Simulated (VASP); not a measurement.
# Ti (P6/mmm) in VASP: settings compared

One crystal, Ti, is run at these levels: PBEsol, PBE; tasks: equation of state.

Everything below comes from runs of VASP 6.6.1. Logs are shortened: lines on timing, memory, paths and dates and some standing lists are left out, and cuts for length are marked.

## Step 1: The structure

It takes space group P6/mmm (No. 191, hexagonal). Conventional cell: a = 4.567 Å, b = 4.567 Å, c = 2.826 Å, α = 90.00°, β = 90.00°, γ = 120.00°. Around Ti (site symmetry -6m2) lie 11 Ti at 2.64 to 2.99 Å. Ti (site symmetry 6/mmm) has 14 Ti at 2.83 to 2.99 Å as nearest neighbours.

This isn't the form of Ti at room conditions, which is hcp.

## Step 2: Equation of state, PBEsol, 16.00 Å³/atom (volume scaled by 0.94)

The input, INCAR:

```
PREC = Accurate
ENCUT = 520
EDIFF = 1E-7
ISMEAR = -1
SIGMA = 0.05
LREAL = False
LASPH = True
NELM = 60
ALGO = Normal
ISIF = 2
LWAVE = False
LCHARG = False
GGA = PS
NBANDS = 25
```

The input, KPOINTS:

```
Automatic mesh
0
Gamma
  7 7 9
```

The input, POSCAR:

```
Ti
1.0
    4.4741369374      0.0000000000      0.0000000000
   -2.2370684687      3.8747162478      0.0000000000
    0.0000000000      0.0000000000      2.7685496267
Ti
3
Direct
    0.6666666667      0.3333333333      0.5000000000
    0.3333333333      0.6666666667      0.5000000000
    0.0000000000      0.0000000000      0.0000000000
```

Potentials or basis: VASP PAW PBE potentials, release 64 (Ti_sv).

The run is started by

```sh
> cat potpaw_PBE.64/Ti_sv/POTCAR > POTCAR
> mpirun -np 1 vasp_std > vasp.out
```

OUTCAR:

```text
PREC = Accurate
   ENCUT = 520
   EDIFF = 1E-7
   ISMEAR = -1
   LREAL = False
   LASPH = True
   NELM = 60
   ISIF = 2
   GGA = PS

 Found     40 irreducible k-points:

 Following reciprocal coordinates:
            Coordinates               Weight
  0.000000  0.000000  0.000000      1.000000
  0.142857 -0.000000  0.000000      6.000000
  0.285714 -0.000000  0.000000      6.000000
  0.428571 -0.000000  0.000000      6.000000
  0.142857  0.142857  0.000000      6.000000
  0.285714  0.142857  0.000000     12.000000
   k-points           NKPTS =     40   k-points in BZ     NKDIM =     40   number of bands    NBANDS=     25
   number of dos      NEDOS =    301   number of ions     NIONS =      3
   total plane-waves  NPLWV =  31104
   dimension x,y,z NGX =    36 NGY =   36 NGZ =   24
   dimension x,y,z NGXF=    72 NGYF=   72 NGZF=   48
   ions per type =               3
   NGX,Y,Z   is equivalent  to a cutoff of  13.38, 13.38, 14.41 a.u.
   NGXF,Y,Z  is equivalent  to a cutoff of  26.75, 26.75, 28.82 a.u.
 SYSTEM =  unknown system
   PREC   = accura    normal or accurate (medium, high low for compatibility)
   ISTART =      0    job   : 0-new  1-cont  2-samecut
   ICHARG =      2    charge: 1-file 2-atom 10-const
   ISPIN  =      1    spin polarized calculation?
   LNONCOLLINEAR =      F non collinear calculations
   LSORBIT =      F    spin-orbit coupling
   LASPH  =      T    aspherical Exc in radial PAW
   ENCUT  =  520.0 eV  38.22 Ry    6.18 a.u.   8.32  8.32  5.15*2*pi/ulx,y,z
   NELM   =     60;   NELMIN=  2; NELMDL= -5     # of ELM steps
   EDIFF  = 0.1E-06   stopping-criterion for ELM
   LREAL  =      F    real-space projection
   EDIFFG = 0.1E-05   stopping-criterion for IOM
   NSW    =      0    number of steps for IOM
   IBRION =     -1    ionic relax: 0-MD 1-quasi-New 2-CG
   NFREE  =      0    steps in history (QN), initial steepest desc. (CG)
   ISIF   =      2    stress and relaxation
   ISYM   =      2    0-nonsym 1-usesym 2-fastsym
   POTIM  = 0.5000    time-step for ionic-motion
   TEBEG  =    0.0;   TEEND  =   0.0 temperature during run
   PSTRESS=    0.0 pullay stress
   NELECT =      36.0000    total number of electrons
   NUPDOWN=      -1.0000    fix difference up-down
   EMIN   =  10.00;   EMAX   =-10.00  energy-range for DOS
   EFERMI =   0.00;   METHOD = LEGACY
   ISMEAR =    -1;   SIGMA  =   0.05  broadening in eV -4-tet -1-fermi 0-gaus
   EFERMI_NEDOS =   21; number of points for ismear=-14 and -15
   IALGO  =     38    algorithm
   IMIX   =      4    mixing-type and parameters
     AMIX     =   0.40;   BMIX     =  1.00
     AMIX_MAG =   1.60;   BMIX_MAG =  1.00
  volume/ion in A,a.u.               =      16.00       107.96
  Fermi-wavevector in a.u.,A,eV,Ry     =   1.487448  2.810869 30.102917  2.212502
  Thomas-Fermi vector in A             =   2.600608
   LORBIT       =      0    0 simple, 1 ext, 2 COOP (PROOUT), +10 PAW based schemes
   GGA     = PS    functional components
   LHFCALC =     F    Hartree Fock is set to
   AEXX    =    0.0000 exact exchange contribution
   IVDW    =     0    specifies the selected vdW correction
   LEPSILON=     F    determine dielectric tensor
   LRPA    =     F    only Hartree local field effects (RPA)
 non-spin polarized calculation
  energy-cutoff  :      520.00
  volume of cell :       48.00
 maximum number of plane-waves:      1306
 NGX is ok and might be reduce to    36
   NGX = 17   NGY = 17   NGZ = 11

 number of electron      36.0000012 magnetization

 Free energy of the ion-electron system (eV)
  ---------------------------------------------------
  ext. energy  EPLUGINS =         0.00000000
  ---------------------------------------------------
  free energy    TOTEN  =       -25.05732024 eV

  energy without entropy =      -25.03495650  energy(sigma->0) =      -25.04613837

 E-fermi :   8.9835     XC(G=0): -12.0337

 val. band max:        8.9792973654   @ k =   0.4286   0.1429   0.3333
 cond. band min:       9.0117507069   @ k =   0.4286   0.1429   0.2222
 fundamental gap:      0.0324533415
 Fermi energy:         8.9834559873

 k-point     1 :       0.0000    0.0000    0.0000
  band No.  band energies     occupation
      1     -47.5381      2.00000
      2     -47.2822      2.00000
      3     -47.0784      2.00000
      4     -23.9784      2.00000
      5     -23.9784      2.00000
      6     -23.9197      2.00000
[... 17 lines left out ...]
     24      10.9377      0.00000
     25      11.0209      0.00000

 k-point     2 :       0.1429   -0.0000    0.0000
  band No.  band energies     occupation
      1     -47.5329      2.00000
      2     -47.2775      2.00000
      3     -47.0887      2.00000
      4     -24.0709      2.00000
      5     -24.0446      2.00000
      6     -23.8242      2.00000
[... 17 lines left out ...]
     24      10.6392      0.00000
     25      11.4545      0.00000

 k-point     3 :       0.2857   -0.0000    0.0000
  band No.  band energies     occupation
      1     -47.5216      2.00000
      2     -47.2621      2.00000
      3     -47.1165      2.00000
      4     -24.1625      2.00000
      5     -24.0450      2.00000
      6     -23.7254      2.00000
[... 17 lines left out ...]
     24      11.0380      0.00000
     25      11.9223      0.00000

 k-point     4 :       0.4286   -0.0000    0.0000
  band No.  band energies     occupation
      1     -47.5130      2.00000
      2     -47.2398      2.00000
      3     -47.1483      2.00000
      4     -24.2133      2.00000
      5     -23.9668      2.00000
      6     -23.7391      2.00000
[... 17 lines left out ...]
     24      11.4090      0.00000
     25      11.6736      0.00000

 k-point     5 :       0.1429    0.1429    0.0000
  band No.  band energies     occupation
      1     -47.5247      2.00000
      2     -47.2672      2.00000
      3     -47.1081      2.00000
      4     -24.1070      2.00000
      5     -24.0915      2.00000
      6     -23.7646      2.00000
[... 17 lines left out ...]
     24      10.8815      0.00000
     25      11.8654      0.00000

 k-point     6 :       0.2857    0.1429    0.0000
  band No.  band energies     occupation
      1     -47.5151      2.00000
      2     -47.2453      2.00000
      3     -47.1405      2.00000
      4     -24.1575      2.00000
      5     -24.0454      2.00000
      6     -23.7745      2.00000
[... 17 lines left out ...]
     24      11.3949      0.00000
     25      11.6067      0.00000

 [... further k-points ...]

------------------------ aborting loop because EDIFF is reached ----------------------------------------

  FORCE on cell =-STRESS in cart. coord.  units (eV):
  Direction    XX          YY          ZZ          XY          YZ          ZX
  --------------------------------------------------------------------------------------
  -------------------------------------------------------------------------------------
  Total        0.9557641      0.9557641      1.1116812      0.0000000      0.0000000      0.0000000
  in kB       31.9050765     31.9050765     37.1098621      0.0000000      0.0000000      0.0000000
  external PRESSURE =      33.6400050 kB  Pullay stress =       0.0000000 kB

 VOLUME and BASIS-vectors are now :
 -----------------------------------------------------------------------------
  energy-cutoff  :      520.00
  volume of cell :       48.00
      direct lattice vectors                 reciprocal lattice vectors
     4.474136937  0.000000000  0.000000000     0.223506793  0.129041707  0.000000000
    -2.237068469  3.874716248  0.000000000     0.000000000  0.258083415  0.000000000
     0.000000000  0.000000000  2.768549627     0.000000000  0.000000000  0.361199955

 POSITION                                       TOTAL-FORCE (eV/Angst)
 -----------------------------------------------------------------------------------
      2.23707      1.29157      1.38427        -0.000000     -0.000000     -0.000000
     -0.00000      2.58314      1.38427         0.000000      0.000000      0.000000
      0.00000      0.00000      0.00000         0.000000      0.000000     -0.000000
 -----------------------------------------------------------------------------------
    total drift:                                0.000000      0.000000     -0.000000

  FREE ENERGIE OF THE ION-ELECTRON SYSTEM (eV)
  ---------------------------------------------------
  free  energy   TOTEN  =       -25.0573202399 eV

  energy  without entropy=      -25.0349565007  energy(sigma->0) =      -25.04613837
```

Run time: 34 s. Hardware: 1 thread of Intel Xeon Platinum 8559C (Emerald Rapids), shared host; peak memory 0.19 GiB.

Results:

```yaml
Free_energy: -25.0573 eV
Pressure: 3.4 GPa
Band_gap_on_the_k_mesh: none (metal or under the smearing width)
```

Caveat: the PAW data sets were made with another functional, which shifts forces and pressure a little.

## Step 3: Equation of state, PBEsol, 16.34 Å³/atom (volume scaled by 0.96)

INCAR is that of step 2.

KPOINTS is that of step 2.

The input, POSCAR:

```
Ti
1.0
    4.5056459821      0.0000000000      0.0000000000
   -2.2528229910      3.9020038809      0.0000000000
    0.0000000000      0.0000000000      2.7880470975
Ti
3
Direct
    0.6666666667      0.3333333333      0.5000000000
    0.3333333333      0.6666666667      0.5000000000
    0.0000000000      0.0000000000      0.0000000000
```

Potentials or basis: VASP PAW PBE potentials, release 64 (Ti_sv).

The run is started by

```sh
> cat potpaw_PBE.64/Ti_sv/POTCAR > POTCAR
> mpirun -np 1 vasp_std > vasp.out
```

It took 33 s on 1 thread of Intel Xeon Platinum 8559C (Emerald Rapids), shared host; peak memory 0.19 GiB.

The run converged. Its results:

```
Free energy            : -25.0706 eV
Pressure               : 0.7 GPa
Band gap on the k mesh : none (metal or under the smearing width)
```

Caveat: the PAW data sets were made with another functional, which shifts forces and pressure a little.

## Step 4: Equation of state, PBEsol, 16.68 Å³/atom (volume scaled by 0.98)

INCAR is that of step 3.

KPOINTS is that of step 3.

The input, POSCAR:

```
Ti
1.0
    4.5367203846      0.0000000000      0.0000000000
   -2.2683601923      3.9289151029      0.0000000000
    0.0000000000      0.0000000000      2.8072756161
Ti
3
Direct
    0.6666666667      0.3333333333      0.5000000000
    0.3333333333      0.6666666667      0.5000000000
    0.0000000000      0.0000000000      0.0000000000
```

The run is started by

```sh
> cat potpaw_PBE.64/Ti_sv/POTCAR > POTCAR
> mpirun -np 1 vasp_std > vasp.out
```

Wall time 32 s (1 thread of Intel Xeon Platinum 8559C (Emerald Rapids), shared host); peak memory 0.19 GiB.

It converged, with:

```
Free energy            : -25.0676 eV
Pressure               : -1.7 GPa
Band gap on the k mesh : none (metal or under the smearing width)
```

Caveat: the PAW data sets were made with another functional, which shifts forces and pressure a little.

(Part 1 of 2 ends here.)
